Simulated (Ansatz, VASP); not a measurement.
# FeO: VASP beside Ansatz

INCAR

```
PREC = Accurate ; ENCUT = 520
EDIFF = 1E-6 ; ISMEAR = -1
SIGMA = 0.05 ; LREAL = F
LASPH = T ; NELM = 150
ALGO = Normal ; ISIF = 2
LWAVE = F ; LCHARG = F
ISPIN = 2 ; MAGMOM = 3 0
LORBIT = 11 ; LMAXMIX = 4
GGA = PE ; NBANDS = 18
```

Contents of KPOINTS:

```
regular mesh
0
Gamma
  10 10 10
```

POSCAR

```
FeO
1.0
    0.0000000000      2.3976575998      2.3976575998
    2.3976575998      0.0000000000      2.3976575998
    2.3976575998      2.3976575998      0.0000000000
Fe O
1 1
Direct
    0.0000000000      0.0000000000      0.0000000000
    0.2500000000      0.2500000000      0.2500000000
```

File input.yaml:

```yaml
crystal:
  lattice:
    - [0.0, 2.3976575998, 2.3976575998]
    - [2.3976575998, 0.0, 2.3976575998]
    - [2.3976575998, 2.3976575998, 0.0]
  atoms:
    - { symbol: Fe, position: [0.0, 0.0, 0.0], spin: 3.0 }
    - { symbol: O, position: [0.25, 0.25, 0.25] }
hamiltonian:
  xc: pbe
  pseudopotentials: { kind: paw }
magnetization:
  spin_polarized: true
kpoints:
  mp_grid: { grid: [10, 10, 10] }
scf:
  occupations: { method: fermi_dirac, width: 0.05 }
output:
  forces: true
  stress: true
  eigenvalues: true
  write_density: true
  write_potential: true
  elf: true
  volumetric_format: npy
```

The cell comes from a database or a generator and needn't be the stable form of this composition.

Alike in both runs: task single point; functional PBE; k mesh 10 × 10 × 10; occupations fermi-dirac, width 0.05 eV; collinear spin.

|  | VASP | Ansatz |
| --- | --- | --- |
| version | VASP 6.6.1 | Ansatz 0.2.0 |
| potentials or method | VASP PAW PBE potentials, release 64 (Fe, O) | Ansatz PAW |
| plane-wave cutoff (eV) | 520 | 420 |
| valence electrons in the cell | 14 | 22 |

Ansatz gave:

| Property | Result |
| --- | --- |
| gap on the k mesh at the Fermi level (eV) | none |
| pressure (GPa) | -13.6 |
| net moment per atom (μB) | 2.01 |
| size of the moment on the site where the two differ most (μB) | 3.40 |

Q: Which values does VASP return?

A: gap on the k mesh at the Fermi level (eV): none; pressure (GPa): -13.5; net moment per atom (μB): 2.01; size of the moment on the site where the two differ most (μB): 3.62.

Site moments also hang on the region over which each program counts them. A gap of «none» marks a metal or a gap that the smearing closes. The two sets of potentials don't hold the same shells in valence.

Caveats: a cell with one magnetic atom can't hold antiferromagnetic order, which such compounds often take; semilocal functionals often make such compounds metallic where correlation or magnetic order opens a gap, which also shifts bond lengths; the pressure holds a Pulay correction of +0.5 GPa for the finite cutoff (Ansatz).
